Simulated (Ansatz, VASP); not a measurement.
## SiGe in two plane-wave programs

Wanted: the spread between two codes on one cell, functional and k mesh. The cell is generated by rule, not measured, and may not be a known phase. The cell is taken from a series of runs on this material, whose earlier steps may have relaxed, scaled, displaced or heated it; both programs get it as it stands.

Program: Ansatz 0.2.0. Level of theory: plane waves, with VASP 6.6.1 beside it; relaxation of cell and atoms at PBE. Results are calculated unless marked as measured.

The structure was built from a prototype and need not be the compound's stable phase.

### 1. Set-up

The structure is orthorhombic, space group Pmma (No. 51). Conventional cell: a = 3.964 Å, b = 3.961 Å, c = 11.212 Å, α = 90.00°, β = 90.00°, γ = 90.00°. Nearest to Ge lie 2 Si at 2.43 Å and 2 Ge at 2.47 Å. Nearest to Ge lie 4 Ge at 2.46 to 2.47 Å. Nearest to Si lie 2 Si at 2.39 Å and 2 Ge at 2.43 Å. Si has 4 Si at 2.39 Å nearest. Farther neighbours are not listed.

### 2. VASP: relaxation of cell and atoms, PBE

The relaxed volume is the usual yardstick between codes: in a stiff, nearly cubic crystal its relative difference is about their pressure difference at one cell divided by the bulk modulus.

Lines of VASP's logs that name or quote its potential files are left out, and so is its time.

The input, INCAR:

```
SYSTEM = SiGe
PREC = Accurate
ENCUT = 500
EDIFF = 1E-07
NELM = 120
ISMEAR = 0
SIGMA = 0.01
LREAL = .FALSE.
ALGO = Normal
GGA = PE
NBANDS = 44
LORBIT = 11
LWAVE = .FALSE.
LCHARG = .FALSE.
ISIF = 3
IBRION = 2
NSW = 80
EDIFFG = -0.005
LASPH = .TRUE.
GGA_COMPAT = .FALSE.
NELMIN = 4
EFERMI = MIDGAP
KPAR = 2
```

The input, POSCAR:

```
SiGe
1.0
    2.8008950000      2.8008950000      0.0000000000
   -2.8032010000      2.8032010000      0.0000000000
    0.0000000000      0.0000000000     11.2119430000
Ge Si
4 4
Direct
    0.0000000000      0.0000000000      0.4914700333
    0.5000001785      0.0000000000      0.6223883764
    0.5000000000      0.5000000000      0.7526116571
    0.0000000000      0.4999998216      0.8835300001
    0.0000000000      0.0000000000      0.0082284578
    0.5000001785      0.0000000000      0.1275680763
    0.5000000000      0.5000000000      0.2474318680
    0.0000000000      0.4999998216      0.3667714864
```

The input, KPOINTS:

```
Automatic mesh
0
Gamma
8 8 4
0 0 0
```

The projector-augmented-wave data sets are Ge_d and Si (PBE family, release 64).

The run is started by

```
> mpirun -np 2 vasp_std
```

Numbers of over 12 decimals in the logs are rounded to 6 here.

Output:

```text
[banner, memory and clock lines left out]
running    2 mpi-ranks, on    1 nodes
 distrk:  each k-point on    1 cores,    2 groups
 distr:  one band on    1 cores,    1 groups

 POSCAR found type information on POSCAR GeSi
 POSCAR found :  2 types and       8 ions
 LDA part: xc-table for (Slater+PW92), standard interpolation
 POSCAR, INCAR and KPOINTS ok, starting setup
 FFT: planning ... GRIDC
 FFT: planning ... GRID_SOFT
 FFT: planning ... GRID
 WAVECAR not read
 entering main loop
       N       E                     dE             d eps       ncg     rms          rms(c)
DAV:   1     0.715206795127E+03    0.71521E+03   -0.33066E+04  8032   0.339E+03
DAV:   2     0.935004777021E+02   -0.62171E+03   -0.60421E+03  6600   0.900E+02
DAV:   3    -0.317625711994E+02   -0.12526E+03   -0.12257E+03  7408   0.213E+02
DAV:   4    -0.399012406303E+02   -0.81387E+01   -0.80976E+01  8128   0.629E+01
DAV:   5    -0.400999459132E+02   -0.19871E+00   -0.19843E+00  7800   0.108E+01    0.784E+00
DAV:   6    -0.397800148116E+02    0.31993E+00   -0.22413E-01  8744   0.307E+00    0.466E+00
DAV:   7    -0.396262888402E+02    0.15373E+00   -0.36864E-01  7464   0.364E+00    0.339E-01
DAV:   8    -0.396310794606E+02   -0.47906E-02   -0.36516E-02  8296   0.358E+00    0.253E-01
DAV:   9    -0.396328658136E+02   -0.17864E-02   -0.61033E-03  9112   0.144E+00    0.115E-01
DAV:  10    -0.396334451105E+02   -0.57930E-03   -0.88603E-04  8616   0.447E-01    0.602E-02
DAV:  11    -0.396336610000E+02   -0.21589E-03   -0.31934E-04  7392   0.163E-01    0.119E-02
DAV:  12    -0.396336743968E+02   -0.13397E-04   -0.27474E-05  8296   0.802E-02    0.412E-03
DAV:  13    -0.396336772265E+02   -0.28297E-05   -0.50256E-06  8580   0.718E-02    0.285E-03
DAV:  14    -0.396336779319E+02   -0.70542E-06   -0.17357E-06  8332   0.204E-02    0.910E-04
DAV:  15    -0.396336778873E+02    0.44609E-07   -0.32164E-07  5608   0.502E-03
   1 F= -.39633678E+02 E0= -.39633678E+02  d E =-.396337E+02
 curvature:   0.00 expect dE= 0.000E+00 dE for cont linesearch  0.000E+00
 trial: gam= 0.00000 g(F)=  0.318E-05 g(S)=  0.272E-03 ort = 0.000E+00 (trialstep = 0.100E+01)
 search vector abs. value=  0.275E-03
 bond charge predicted
       N       E                     dE             d eps       ncg     rms          rms(c)
DAV:   1    -0.396367072483E+02   -0.30293E-02   -0.45628E-02  8980   0.269E+00    0.324E-01
DAV:   2    -0.396344834064E+02    0.22238E-02   -0.36797E-03  9172   0.777E-01    0.166E-01
DAV:   3    -0.396337592216E+02    0.72418E-03   -0.15951E-03  9092   0.437E-01    0.416E-02
DAV:   4    -0.396337303137E+02    0.28908E-04   -0.98952E-05  8148   0.113E-01    0.285E-02
DAV:   5    -0.396337197457E+02    0.10568E-04   -0.20222E-05  8808   0.107E-01    0.765E-03
DAV:   6    -0.396337210372E+02   -0.12916E-05   -0.10239E-05  8040   0.893E-02    0.289E-03
DAV:   7    -0.396337216688E+02   -0.63157E-06   -0.36016E-06  6916   0.283E-02    0.107E-03
DAV:   8    -0.396337214985E+02    0.17025E-06   -0.52119E-07  5684   0.200E-02    0.380E-04
DAV:   9    -0.396337213967E+02    0.10183E-06   -0.17947E-07  4028   0.461E-03    0.230E-04
DAV:  10    -0.396337214232E+02   -0.26504E-07   -0.39737E-08  3688   0.221E-03
   2 F= -.39633721E+02 E0= -.39633721E+02  d E =-.435359E-04
 trial-energy change:   -0.000044  1 .order   -0.000059   -0.000275    0.000156
 step:   0.5840(harm=  0.6377)  dis= 0.00016  next Energy=   -39.633755 (dE=-0.772E-04)
 bond charge predicted
       N       E                     dE             d eps       ncg     rms          rms(c)
DAV:   1    -0.396342756512E+02   -0.55425E-03   -0.79442E-03  8988   0.113E+00    0.134E-01
DAV:   2    -0.396338934182E+02    0.38223E-03   -0.63456E-04  9188   0.322E-01    0.689E-02
DAV:   3    -0.396337656317E+02    0.12779E-03   -0.27828E-04  9092   0.182E-01    0.172E-02
DAV:   4    -0.396337581577E+02    0.74740E-05   -0.17247E-05  8208   0.456E-02    0.118E-02
DAV:   5    -0.396337532053E+02    0.49524E-05   -0.38307E-06  8648   0.223E-02    0.303E-03
DAV:   6    -0.396337528028E+02    0.40255E-06   -0.30971E-07  5944   0.958E-03    0.868E-04
DAV:   7    -0.396337527875E+02    0.15298E-07   -0.71029E-08  3728   0.982E-03
   3 F= -.39633753E+02 E0= -.39633753E+02  d E =-.749001E-04
 curvature:  -0.31 expect dE=-0.119E-05 dE for cont linesearch -0.531E-06
 trial: gam= 0.00000 g(F)=  0.142E-05 g(S)=  0.239E-05 ort =-0.217E-04 (trialstep = 0.917E+00)
 search vector abs. value=  0.381E-05
 reached required accuracy - stopping structural energy minimisation
```

OUTCAR, selected parts (step 2):

```text
ion  position               nearest neighbor table
   1  0.000  0.000  0.491-   8 2.43   8 2.43   2 2.47   2 2.47
   2  0.500  0.000  0.622-   3 2.46   3 2.46   1 2.47   1 2.47
   3  0.500  0.500  0.753-   2 2.46   2 2.46   4 2.47   4 2.47
   4  0.000  0.500  0.884-   5 2.43   5 2.43   3 2.47   3 2.47
   5  0.000  0.000  0.008-   6 2.39   6 2.39   4 2.43   4 2.43
   6  0.500  0.000  0.128-   5 2.39   5 2.39   7 2.39   7 2.39
   7  0.500  0.500  0.247-   8 2.39   8 2.39   6 2.39   6 2.39
   8  0.000  0.500  0.367-   7 2.39   7 2.39   1 2.43   1 2.43

  LATTYP: Found a simple orthorhombic cell.
 ALAT       =     3.9610636958
 B/A-ratio  =     1.0008233083
 C/A-ratio  =     2.8305384263

 Subroutine GETGRP returns: Found  8 space group operations
 (whereof  4 operations were pure point group operations)

The static configuration has the point symmetry C_2v.
 The point group associated with its full space group is D_2h.

 Found     75 irreducible k-points:

   k-points           NKPTS =     75   k-points in BZ     NKDIM =     75   number of bands    NBANDS=     44

   dimension x,y,z NGX =    30 NGY =   30 NGZ =   84
   dimension x,y,z NGXF=    60 NGYF=   60 NGZF=  168

   ENCUT  =  500.0 eV  36.75 Ry    6.06 a.u.   7.22  7.23 20.44*2*pi/ulx,y,z

   NELECT =      72.0000    total number of electrons

 k-points in reciprocal lattice and weights: Automatic mesh
   0.00000000  0.00000000  0.00000000       0.004
   0.12500000  0.00000000  0.00000000       0.008
   0.25000000  0.00000000  0.00000000       0.008
   0.37500000  0.00000000  0.00000000       0.008
   0.50000000  0.00000000  0.00000000       0.004
   0.00000000  0.12500000  0.00000000       0.008
   0.12500000  0.12500000  0.00000000       0.016
   0.25000000  0.12500000  0.00000000       0.016
   0.37500000  0.12500000  0.00000000       0.016
[...]
0.37500000  0.50000000  0.50000000       0.008
   0.50000000  0.50000000  0.50000000       0.004

 average (electrostatic) potential at core
       1 -73.9211       2 -73.9561       3 -73.9561       4 -73.9212       5 -84.4110
       6 -84.3451       7 -84.3451       8 -84.4110

 E-fermi :   5.3362

 k-point     1 :       0.0000    0.0000    0.0000
  band No.  band energies     occupation
    ...
     32       3.2207      2.00000
     33       3.2939      2.00000
     34       5.0546      2.00000
     35       5.1118      2.00000
     36       5.1505      2.00000
     37       5.5961      0.00000
     38       5.7103      0.00000
     39       6.2178      0.00000
     40       6.3922      0.00000
     41       6.4599      0.00000
    ...

 k-point     2 :       0.1250    0.0000    0.0000
  band No.  band energies     occupation
    ...
     32       3.2449      2.00000
     33       3.2987      2.00000
     34       3.8505      2.00000
     35       4.5396      2.00000
     36       5.0372      2.00000
     37       5.8912      0.00000
     38       6.4590      0.00000
     39       6.7206      0.00000
     40       7.0365      0.00000
     41       7.1970      0.00000
    ...

 k-point     3 :       0.2500    0.0000    0.0000
  band No.  band energies     occupation
    ...
     32       3.1739      2.00000
     33       3.4498      2.00000
     34       3.4558      2.00000
     35       3.5026      2.00000
     36       4.7913      2.00000
     37       6.2348      0.00000
     38       6.9827      0.00000
     39       6.9878      0.00000
     40       7.2817      0.00000
     41       8.1303      0.00000
    ...

  Total        0.0081997      0.0081997      0.0162058      0.0001355      0.0000000      0.0000000
  in kB        0.0747148      0.0747148      0.1476659      0.0012349      0.0000000      0.0000000
  external PRESSURE =       0.0990319 kB  Pullay stress =       0.0000000 kB

  energy-cutoff  :      500.00
  volume of cell :      175.83
      direct lattice vectors                 reciprocal lattice vectors
     2.799730572  2.799730572  0.000000000     0.178588613  0.178588613  0.000000000
    -2.801861553  2.801861553  0.000000000    -0.178452786  0.178452786  0.000000000
     0.000000000  0.000000000 11.207479845     0.000000000  0.000000000  0.089226125

 POSITION                                       TOTAL-FORCE (eV/Angst)
 -----------------------------------------------------------------------------------
      0.00000      0.00000      5.50798        -0.000000     -0.000000     -0.003607
      1.39987      1.39987      6.97542         0.000000     -0.000000     -0.000884
     -0.00107      2.80080      8.43487        -0.000000      0.000000      0.000884
     -1.40093      1.40093      9.90231        -0.000000     -0.000000      0.003607
      0.00000      0.00000      0.09221        -0.000000     -0.000000      0.000833
      1.39987      1.39987      1.42972        -0.000000     -0.000000     -0.000436
     -0.00107      2.80080      2.77308        -0.000000     -0.000000      0.000436
     -1.40093      1.40093      4.11059        -0.000000     -0.000000     -0.000833
 -----------------------------------------------------------------------------------
    total drift:                               -0.000582      0.000008     -0.000698

  FREE ENERGIE OF THE ION-ELECTRON SYSTEM (eV)
  ---------------------------------------------------
  free  energy   TOTEN  =       -39.6337527875 eV

  energy  without entropy=      -39.6337527875  energy(sigma->0) =      -39.63375279

 reached required accuracy - stopping structural energy minimisation

 total charge
# of ion       s       p       d       tot
------------------------------------------
    1        1.120   1.280  10.022  12.423
    2        1.128   1.252  10.021  12.401
    3        1.128   1.252  10.021  12.401
    4        1.120   1.280  10.022  12.423
    5        0.758   0.892   0.000   1.650
    6        0.752   0.906   0.000   1.659
    7        0.752   0.906   0.000   1.659
    8        0.758   0.892   0.000   1.650
--------------------------------------------------
tot          7.516   8.661  40.088  56.265

[... 3 further parts left out ...]
```

[end of part 1 of 2]

[Lines on the potential files, build, host, timing and source positions are cut from VASP's logs without a mark.]

[Logs are printed without paths, hosts, clocks, repeated set-up lines and the standing remarks that a program may print on its own settings, such as how far it seeks lower states.]

[Hosts, paths, dates, database ids (printed as entryN), source tags and the programs' standing remarks are cut or masked in the printed files.]
